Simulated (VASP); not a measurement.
# Pt (Pm-3m) in VASP: a series of runs

The runs below take Pt through single point, relaxation of cell and atoms, with RPBE.

Program: VASP 6.6.1. These are calculated values, not measurements. Logs are shortened: lines on timing, memory, paths and dates and some standing lists are left out, and cuts for length are marked.

## Step 1: Starting point

It takes space group Pm-3m (No. 221, cubic). The conventional cell has a = 2.643 Å, b = 2.643 Å, c = 2.643 Å, α = 90.00°, β = 90.00°, γ = 90.00°. Around Pt (site symmetry m-3m) lie 6 Pt at 2.64 Å.

This isn't the form of Pt at room conditions, which is fcc.

## Step 2: Single point, RPBE

Input file INCAR:

```
PREC = Accurate
ENCUT = 520
EDIFF = 1E-7
ISMEAR = -1
SIGMA = 0.1
LREAL = F
LASPH = T
NELM = 60
ALGO = Fast
ISIF = 2
LWAVE = F
LCHARG = T
GGA = RP
LELF = T
LVHAR = T
NBANDS = 11
```

Input file KPOINTS:

```
Automatic mesh
0
Gamma
  19 19 19
```

Input file POSCAR:

```
Pt
1.0
    2.6429346958      0.0000000000      0.0000000000
    0.0000000000      2.6429346958      0.0000000000
    0.0000000000      0.0000000000      2.6429346958
Pt
1
Direct
    0.0000000000      0.0000000000      0.0000000000
```

Potentials or basis: VASP PAW PBE potentials, release 64 (Pt).

Run with:

```console
$ cat potpaw_PBE.64/Pt/POTCAR > POTCAR
$ mpirun -np 1 vasp_std > vasp.out
```

OUTCAR:

```text
PREC = Accurate
   ENCUT = 520
   EDIFF = 1E-7
   ISMEAR = -1
   LREAL = F
   LASPH = T
   NELM = 60
   ISIF = 2
   GGA = RP

 ion  position               nearest neighbor table
   1  0.000  0.000  0.000-

  LATTYP: Found a simple cubic cell.
 ALAT       =     2.6429346958

  Lattice vectors:

 A1 = (   2.6429346958,   0.0000000000,   0.0000000000)
 A2 = (   0.0000000000,   2.6429346958,   0.0000000000)
 A3 = (   0.0000000000,   0.0000000000,   2.6429346958)

Analysis of symmetry for initial positions (statically):
=====================================================================
 Subroutine PRICEL returns:
 Original cell was already a primitive cell.

 Routine SETGRP: Setting up the symmetry group for a
 simple cubic supercell.

 Subroutine GETGRP returns: Found 48 space group operations
 (whereof 48 operations were pure point group operations)
 out of a pool of 48 trial point group operations.

The static configuration has the point symmetry O_h .

Analysis of symmetry for dynamics (positions and initial velocities):
=====================================================================
 Subroutine PRICEL returns:
 Original cell was already a primitive cell.

 Routine SETGRP: Setting up the symmetry group for a
 simple cubic supercell.

 Subroutine GETGRP returns: Found 48 space group operations
 (whereof 48 operations were pure point group operations)
 out of a pool of 48 trial point group operations.

The dynamic configuration has the point symmetry O_h .

 Subroutine INISYM returns: Found 48 space group operations
 (whereof 48 operations are pure point group operations),
 and found     1 'primitive' translations

----------------------------------------------------------------------------------------

                                     Primitive cell

  volume of cell :      18.4612

  direct lattice vectors                    reciprocal lattice vectors
     2.642934696  0.000000000  0.000000000     0.378367275  0.000000000  0.000000000
     0.000000000  2.642934696  0.000000000     0.000000000  0.378367275  0.000000000
     0.000000000  0.000000000  2.642934696     0.000000000  0.000000000  0.378367275

  length of vectors
     2.642934696  2.642934696  2.642934696     0.378367275  0.378367275  0.378367275

  position of ions in fractional coordinates (direct lattice)
     0.000000000  0.000000000  0.000000000

  ion indices of the primitive-cell ions
   primitive index   ion index
                 1           1

----------------------------------------------------------------------------------------

 KPOINTS: Automatic mesh

Automatic generation of k-mesh.
 Grid dimensions read from file:
 generate k-points for:   19   19   19

 Generating k-lattice:

  Cartesian coordinates                     Fractional coordinates (reciprocal lattice)
     0.019914067  0.000000000  0.000000000     0.052631579  0.000000000  0.000000000
     0.000000000  0.019914067  0.000000000     0.000000000  0.052631579  0.000000000
     0.000000000  0.000000000  0.019914067     0.000000000  0.000000000  0.052631579

  Length of vectors
     0.019914067  0.019914067  0.019914067

  Shift w.r.t. Gamma in fractional coordinates (k-lattice)
     0.000000000  0.000000000  0.000000000

 Subroutine IBZKPT returns following result:
 ===========================================

 Found    220 irreducible k-points:

 Following reciprocal coordinates:
            Coordinates               Weight
  0.000000  0.000000  0.000000      1.000000
  0.052632  0.000000  0.000000      6.000000
  0.105263  0.000000  0.000000      6.000000
  0.157895  0.000000  0.000000      6.000000
  0.210526  0.000000  0.000000      6.000000
  0.263158  0.000000  0.000000      6.000000
[... 16 lines left out ...]
  0.263158  0.105263  0.000000     24.000000
  0.315789  0.105263  0.000000     24.000000
 [... further k-points ...]
   k-points           NKPTS =    220   k-points in BZ     NKDIM =    220   number of bands    NBANDS=     11
   number of dos      NEDOS =    301   number of ions     NIONS =      1
   total plane-waves  NPLWV =   8000
   dimension x,y,z NGX =    20 NGY =   20 NGZ =   20
   dimension x,y,z NGXF=    40 NGYF=   40 NGZF=   40
   ions per type =               1
   NGX,Y,Z   is equivalent  to a cutoff of  12.58, 12.58, 12.58 a.u.
   NGXF,Y,Z  is equivalent  to a cutoff of  25.16, 25.16, 25.16 a.u.
 SYSTEM =  unknown system
   PREC   = accura    normal or accurate (medium, high low for compatibility)
   ISTART =      0    job   : 0-new  1-cont  2-samecut
   ICHARG =      2    charge: 1-file 2-atom 10-const
   ISPIN  =      1    spin polarized calculation?
   LNONCOLLINEAR =      F non collinear calculations
   LSORBIT =      F    spin-orbit coupling
   LASPH  =      T    aspherical Exc in radial PAW
   ENCUT  =  520.0 eV  38.22 Ry    6.18 a.u.   4.91  4.91  4.91*2*pi/ulx,y,z
   NELM   =     60;   NELMIN=  2; NELMDL= -5     # of ELM steps
   EDIFF  = 0.1E-06   stopping-criterion for ELM
   LREAL  =      F    real-space projection
   EDIFFG = 0.1E-05   stopping-criterion for IOM
   NSW    =      0    number of steps for IOM
   IBRION =     -1    ionic relax: 0-MD 1-quasi-New 2-CG
   NFREE  =      0    steps in history (QN), initial steepest desc. (CG)
   ISIF   =      2    stress and relaxation
   ISYM   =      2    0-nonsym 1-usesym 2-fastsym
   POTIM  = 0.5000    time-step for ionic-motion
   TEBEG  =    0.0;   TEEND  =   0.0 temperature during run
   PSTRESS=    0.0 pullay stress
   NELECT =      10.0000    total number of electrons
   NUPDOWN=      -1.0000    fix difference up-down
   EMIN   =  10.00;   EMAX   =-10.00  energy-range for DOS
   EFERMI =   0.00;   METHOD = LEGACY
   ISMEAR =    -1;   SIGMA  =   0.10  broadening in eV -4-tet -1-fermi 0-gaus
   EFERMI_NEDOS =   21; number of points for ismear=-14 and -15
   IALGO  =     68    algorithm
   IMIX   =      4    mixing-type and parameters
     AMIX     =   0.40;   BMIX     =  1.00
     AMIX_MAG =   1.60;   BMIX_MAG =  1.00
  volume/ion in A,a.u.               =      18.46       124.58
  Fermi-wavevector in a.u.,A,eV,Ry     =   1.334510  2.521858 24.230835  1.780916
  Thomas-Fermi vector in A             =   2.463286
   LORBIT       =      0    0 simple, 1 ext, 2 COOP (PROOUT), +10 PAW based schemes
   GGA     = RP    functional components
   LHFCALC =     F    Hartree Fock is set to
   AEXX    =    0.0000 exact exchange contribution
   IVDW    =     0    specifies the selected vdW correction
   LEPSILON=     F    determine dielectric tensor
   LRPA    =     F    only Hartree local field effects (RPA)
 non-spin polarized calculation
 RMM-DIIS sequential band-by-band and
  energy-cutoff  :      520.00
  volume of cell :       18.46
 maximum number of plane-waves:       511
 NGX is ok and might be reduce to    20
   NGX =  9   NGY =  9   NGZ =  9

 number of electron      10.0000001 magnetization

 Free energy of the ion-electron system (eV)
  ---------------------------------------------------
  ext. energy  EPLUGINS =         0.00000000
  ---------------------------------------------------
  free energy    TOTEN  =        -5.05750880 eV

  energy without entropy =       -5.00981279  energy(sigma->0) =       -5.03366080

 E-fermi :   7.9559     XC(G=0): -12.0654

 val. band max:        7.9525366135   @ k =   0.1053   0.0000   0.0000
 cond. band min:       7.9564526412   @ k =   0.1053   0.0526   0.0000
 fundamental gap:      0.0039160277
 Fermi energy:         7.9559487905

 k-point     1 :       0.0000    0.0000    0.0000
  band No.  band energies     occupation
      1      -0.1892      2.00000
      2       2.5199      2.00000
      3       2.5199      2.00000
      4       8.2104      0.14553
      5       8.2104      0.14553
      6       8.2105      0.14552
      7      23.0383      0.00000
      8      23.0383      0.00000
      9      23.0383      0.00000
     10      28.6178      0.00000
     11      31.2629      0.00000

 k-point     2 :       0.0526    0.0000    0.0000
  band No.  band energies     occupation
      1      -0.1119      2.00000
      2       2.5339      2.00000
      3       2.5867      2.00000
      4       8.1428      0.26735
      5       8.1428      0.26734
      6       8.2157      0.13854
      7      22.4579      0.00000
      8      23.1746      0.00000
      9      23.1746      0.00000
     10      29.0062      0.00000
     11      30.7823      0.00000

 k-point     3 :       0.1053    0.0000    0.0000
  band No.  band energies     occupation
      1       0.1096      2.00000
      2       2.5747      2.00000
      3       2.7912      2.00000
      4       7.9525      1.01707
      5       7.9525      1.01706
      6       8.2310      0.12015
      7      21.1600      0.00000
      8      23.5678      0.00000
      9      23.5678      0.00000
     10      29.5456      0.00000
     11      29.7579      0.00000

 k-point     4 :       0.1579    0.0000    0.0000
  band No.  band energies     occupation
      1       0.4449      2.00000
      2       2.6384      2.00000
      3       3.1451      2.00000
      4       7.6724      1.88916
      5       7.6724      1.88915
      6       8.2546      0.09609
      7      19.6451      0.00000
      8      24.1759      0.00000
      9      24.1759      0.00000
     10      28.6225      0.00000
     11      29.7661      0.00000

 k-point     5 :       0.2105    0.0000    0.0000
  band No.  band energies     occupation
      1       0.8473      2.00000
      2       2.7191      2.00000
      3       3.6625      2.00000
      4       7.3444      1.99559
      5       7.3444      1.99559
      6       8.2841      0.07239
      7      18.1135      0.00000
      8      24.9420      0.00000
      9      24.9420      0.00000
     10      27.5366      0.00000
     11      29.7421      0.00000
[... 211 lines left out ...]
 k-point    21 :       0.1579    0.1053    0.0000
  band No.  band energies     occupation
      1       0.7512      2.00000
      2       2.8423      2.00000
      3       3.2554      2.00000
      4       7.3878      1.99321
      5       7.6907      1.86832
      6       8.0120      0.72672
      7      20.0709      0.00000
      8      22.1985      0.00000
      9      24.7202      0.00000
     10      28.6754      0.00000
     11      31.5823      0.00000

 k-point    22 :       0.2105    0.1053    0.0000
  band No.  band energies     occupation
      1       1.1526      2.00000
      2       2.9364      2.00000
      3       3.7492      2.00000
      4       7.0591      1.99975
      5       7.3694      1.99434
      6       8.0425      0.59249
      7      18.5454      0.00000
      8      22.7942      0.00000
      9      25.4988      0.00000
     10      27.8436      0.00000
     11      31.5391      0.00000

 k-point    23 :       0.2632    0.1053    0.0000
  band No.  band energies     occupation
      1       1.5638      2.00000
      2       3.0353      2.00000
      3       4.3876      2.00000
      4       6.7647      1.99999
      5       7.0394      1.99979
      6       8.0778      0.45623
      7      17.0542      0.00000
      8      23.4487      0.00000
      9      26.3781      0.00000
     10      27.0298      0.00000
     11      31.2542      0.00000

 k-point    24 :       0.3158    0.1053    0.0000
  band No.  band energies     occupation
      1       1.9430      2.00000
      2       3.1350      2.00000
      3       5.0352      2.00000
      4       6.6508      2.00000
      5       6.7362      1.99999
      6       8.1129      0.34455
      7      15.6387      0.00000
      8      24.0758      0.00000
      9      26.3632      0.00000
     10      27.2962      0.00000
     11      30.4460      0.00000

 [... further k-points ...]

------------------------ aborting loop because EDIFF is reached ----------------------------------------

  FORCE on cell =-STRESS in cart. coord.  units (eV):
  Direction    XX          YY          ZZ          XY          YZ          ZX
  --------------------------------------------------------------------------------------
  -------------------------------------------------------------------------------------
  Total       -0.0440118     -0.0440118     -0.0440118      0.0000000     -0.0000000      0.0000000
  in kB       -3.8196237     -3.8196237     -3.8196237      0.0000000     -0.0000000      0.0000000
  external PRESSURE =      -3.8196237 kB  Pullay stress =       0.0000000 kB

 VOLUME and BASIS-vectors are now :
 -----------------------------------------------------------------------------
  energy-cutoff  :      520.00
  volume of cell :       18.46
      direct lattice vectors                 reciprocal lattice vectors
     2.642934696  0.000000000  0.000000000     0.378367275  0.000000000  0.000000000
     0.000000000  2.642934696  0.000000000     0.000000000  0.378367275  0.000000000
     0.000000000  0.000000000  2.642934696     0.000000000  0.000000000  0.378367275

 POSITION                                       TOTAL-FORCE (eV/Angst)
 -----------------------------------------------------------------------------------
      0.00000      0.00000      0.00000         0.000000      0.000000      0.000000
 -----------------------------------------------------------------------------------
    total drift:                                0.000000      0.000000      0.000000

  FREE ENERGIE OF THE ION-ELECTRON SYSTEM (eV)
  ---------------------------------------------------
  free  energy   TOTEN  =        -5.0575088046 eV

  energy  without entropy=       -5.0098127947  energy(sigma->0) =       -5.03366080
```

Run time: 21 s. Hardware: 1 thread of Intel Xeon Platinum 8559C (Emerald Rapids), shared host; peak memory 0.16 GiB.

What came out:

- Free energy: -5.0575 eV
- Pressure: -0.4 GPa
- Band gap on the k mesh: none (metal or under the smearing width)

Levels at points of the mesh, in eV from the Fermi level:
```tsv
k point	band 1	band 2	band 3	band 4	band 5	band 6	band 7	band 8	band 9	band 10
(0.00, 0.00, 0.00)	-8.15	-5.44	-5.44	0.25	0.25	0.25	15.08	15.08	15.08	20.66
```

Caveat: the PAW data sets were made with another functional, which shifts forces and pressure a little.

## Step 3: Single point, RPBE

Input file INCAR:

```
PREC     = Accurate       # precision mode
ENCUT    = 520            # plane-wave cutoff, eV
EDIFF    = 1E-6           # SCF threshold, eV
ISMEAR   = -1             # smearing method
SIGMA    = 0.1            # smearing width, eV
LREAL    = False          # projectors in reciprocal space
LASPH    = True           # aspherical terms in the spheres
NELM     = 80             # most SCF steps
ALGO     = Normal         # electronic algorithm
ISIF     = 2              # what is computed and relaxed
LWAVE    = False          # write WAVECAR
LCHARG   = True           # write CHGCAR
GGA      = RP             # functional
LELF     = True           # ELF
LVHAR    = True         
NBANDS   = 11             # bands
```

Input file KPOINTS:

```
Automatic mesh
0
Gamma
  12 12 12
```

POSCAR is that of step 2.

Potentials or basis: VASP PAW PBE potentials, release 64 (Pt).

Run with:

```console
$ cat potpaw_PBE.64/Pt/POTCAR > POTCAR
$ mpirun -np 1 vasp_std > vasp.out
```

Run time: 8.9 s. Hardware: 1 thread of Intel Xeon Platinum 8559C (Emerald Rapids), shared host; peak memory 0.13 GiB.

It converged, with:

* Free energy: -5.0632 eV
* Pressure: -0.4 GPa
* Band gap on the k mesh: none (metal or under the smearing width)

Levels at points of the mesh, in eV from the Fermi level:
```tsv
k point	band 3	band 4	band 5	band 6	band 7	band 8
(0.00, 0.00, 0.00)	-5.38	0.30	0.30	0.30	15.13	15.13
(0.50, 0.00, 0.00)	-1.74	-1.74	-0.30	0.50	4.34	16.54
(0.50, 0.50, 0.00)	-1.37	-1.37	1.86	4.55	4.55	9.27
(0.50, 0.50, 0.50)	-4.57	2.00	2.00	9.92	9.92	9.92
```

Caveat: the PAW data sets were made with another functional, which shifts forces and pressure a little. Spin-orbit coupling is left out, which matters for the levels of Pt.

## Step 4: Relaxation of cell and atoms, RPBE

This run uses another cell than the first one, of 16.30 Å³/atom, 0.883 times its volume.

Input file INCAR:

```
  PREC = Accurate
  ENCUT = 600
  EDIFF = 1E-7
  ISMEAR = -1
  SIGMA = 0.1
  LREAL = False
  LASPH = True
  NELM = 100
  ALGO = Normal
  ISIF = 3
  LWAVE = False
  LCHARG = False
  GGA = RP
  IBRION = 2
  NSW = 80
  EDIFFG = -0.01
```

Input file KPOINTS:

```
regular mesh
0
Gamma
  12 12 12
```

Input file POSCAR:

```
Pt
1.0
    2.5356188197      0.0000000000      0.0000000000
    0.0000000000      2.5356188197      0.0000000000
    0.0000000000      0.0000000000      2.5356188197
Pt
1
Direct
    0.0000000000      0.0000000000      0.0000000000
```

Run with:

```console
$ cat potpaw_PBE.64/Pt/POTCAR > POTCAR
$ mpirun -np 1 vasp_std > vasp.out
```

Wall time 26 s (1 thread of Intel Xeon Platinum 8559C (Emerald Rapids), shared host); peak memory 0.14 GiB.

The run converged. Its results:

| Property | Result |
| --- | --- |
| Free energy | -5.0624 eV |
| Relaxed volume | 18.41 Å³/atom |
| Relaxed cell | a = 2.641 Å, b = 2.641 Å, c = 2.641 Å, α = 90.00°, β = 90.00°, γ = 90.00° |
| Space group after relaxing (to 0.05 Å) | Pm-3m (No. 221) |
| Energy gained by relaxing | 167.3 meV/atom |
| Ionic steps | 5 |
| Pressure after relaxing | 0.0 GPa |
| Band gap on the k mesh | none (metal or under the smearing width) |

Step by step:
| step | energy change (eV) | largest force (eV/Å) | pressure (GPa) | volume (Å³) |
| --- | --- | --- | --- | --- |
| 1 | 0.0000 | 0.0000 | 28.87 | 16.30 |
| 2 | 0.3664 | 0.0000 | -21.34 | 24.26 |
| 3 | -0.1657 | 0.0000 | -2.10 | 18.65 |
| 4 | -0.1672 | 0.0000 | -0.45 | 18.46 |
| 5 | -0.1673 | 0.0000 | 0.00 | 18.41 |

Final structure:
```cif
data_structure
_symmetry_space_group_name_H-M 'P 1'
_symmetry_Int_Tables_number 1
_cell_length_a 2.6407
_cell_length_b 2.6407
_cell_length_c 2.6407
_cell_angle_alpha 90.000
_cell_angle_beta 90.000
_cell_angle_gamma 90.000
_cell_volume 18.41
loop_
_atom_site_label
_atom_site_type_symbol
_atom_site_fract_x
_atom_site_fract_y
_atom_site_fract_z
_atom_site_occupancy
Pt1 Pt 0.00000 0.00000 0.00000 1
```

Levels at points of the mesh, in eV from the Fermi level:
```tsv
k point	band 3	band 4	band 5	band 6	band 7	band 8
(0.00, 0.00, 0.00)	-5.40	0.30	0.30	0.30	15.14	15.14
(0.50, 0.00, 0.00)	-1.75	-1.75	-0.31	0.50	4.35	16.54
(0.50, 0.50, 0.00)	-1.37	-1.37	1.87	4.55	4.55	9.30
(0.50, 0.50, 0.50)	-4.59	2.01	2.01	9.94	9.94	9.94
```

Caveat: the PAW data sets were made with another functional, which shifts forces and pressure a little.

## Step 5: Single point, RPBE

This run uses another cell than the first one, of 17.72 Å³/atom, 0.960 times its volume.

Input file INCAR:

```
SYSTEM = Pt
ALGO = Fast
EDIFF = 1E-6
ENCUT = 520
GGA = RP
ISIF = 2
ISMEAR = -1
LASPH = .TRUE.
LCHARG = .FALSE.
LREAL = .FALSE.
LWAVE = .FALSE.
NBANDS = 11
NELM = 60
PREC = Accurate
SIGMA = 0.1
```

Input file KPOINTS:

```
k-points
0
G
  13 13 13
  0 0 0
```

Input file POSCAR:

```
Pt
1.0
    2.6072149834      0.0000000000      0.0000000000
    0.0000000000      2.6072149834      0.0000000000
    0.0000000000      0.0000000000      2.6072149834
Pt
1
Direct
    0.0000000000      0.0000000000      0.0000000000
```

Run with:

```console
$ cat potpaw_PBE.64/Pt/POTCAR > POTCAR
$ mpirun -np 1 vasp_std > vasp.out
```

It took 8.7 s on 1 thread of Intel Xeon Platinum 8559C (Emerald Rapids), shared host; peak memory 0.13 GiB.

It converged, with:

```yaml
Free_energy: -5.0490 eV
Pressure: 7.1 GPa
Band_gap_on_the_k_mesh: none (metal or under the smearing width)
```

Levels at points of the mesh, in eV from the Fermi level:
| k point | band 1 | band 2 | band 3 | band 4 | band 5 | band 6 | band 7 | band 8 | band 9 | band 10 |
| --- | --- | --- | --- | --- | --- | --- | --- | --- | --- | --- |
| (0.00, 0.00, 0.00) | -8.54 | -5.80 | -5.80 | 0.27 | 0.27 | 0.27 | 15.28 | 15.28 | 15.28 | 21.08 |

Caveat: the PAW data sets were made with another functional, which shifts forces and pressure a little. The run has no spin-orbit coupling, so splittings on Pt are missing.

## Step 6: Summary

| task | cell | k mesh | cutoff (eV) | gap on the mesh (eV) | pressure (GPa) |
| --- | --- | --- | --- | --- | --- |
| single point | Pm-3m, 18.46 Å³/atom | 19 × 19 × 19 | 520 | none | -0.4 |
| single point | Pm-3m, 18.46 Å³/atom | 12 × 12 × 12 | 520 | none | -0.4 |
| relaxation of cell and atoms | relaxed | 12 × 12 × 12 | 600 | none | 0.0 |
| single point | Pm-3m, 17.72 Å³/atom | 13 × 13 × 13 | 520 | none | 7.1 |

Alike in all rows: level RPBE; potentials or basis VASP PAW PBE potentials, release 64 (Pt); no spin polarisation; smearing fermi-dirac 0.1 eV.

Every run on the cell as given and a fine mesh finds a metal.

Caveats: the PAW data sets were made with another functional, which shifts forces and pressure a little.

Absolute energies hang on the potentials; compare differences alone.
